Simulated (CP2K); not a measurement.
CoO in CP2K: the effect of dispersion

Crystal: CoO.

```
Co O
1.0
     3.01440    0.00000    0.00000
     1.50720    2.61054    0.00000
     1.50720    0.87018    2.46124
Co O
1 1
Direct
  0.00000 0.00000 0.00000
  0.50000 0.50000 0.50000
```

Alike in all runs:

| Property | Result |
| --- | --- |
| Program | CP2K 2026.2 |
| Task | single point |
| Functional | PBE |
| Potentials or basis | POTENTIAL_UZH Co GTH-PBE-q17, O GTH-PBE-q6; TZVP-MOLOPT-PBE-GTH basis |
| Density cutoff | 11565 eV |
| k mesh | 11 × 11 × 11 |
| Occupations | fermi-dirac, width 0.05 eV |
| Spin | collinear spin, ferromagnetic start |
| Starting moments | [2.0, 0.0] μB |

```tsv
dispersion	pressure (GPa)
none	-0.3
D2	-1.0
D3	-3.9
D3(BJ)	-4.6
D4	-3.5
rVV10	?
D3(BJ)+ATM	-4.0
```

Question: What does the run with dispersion rVV10 give?

Answer: Pressure -2.7 GPa.

Caveats: the basis of atomic orbitals isn't converged, which shifts pressures, moduli and gaps; the total moment is fixed, so each spin has its own Fermi level; a cell with one magnetic atom can't hold antiferromagnetic order, which such compounds often take.
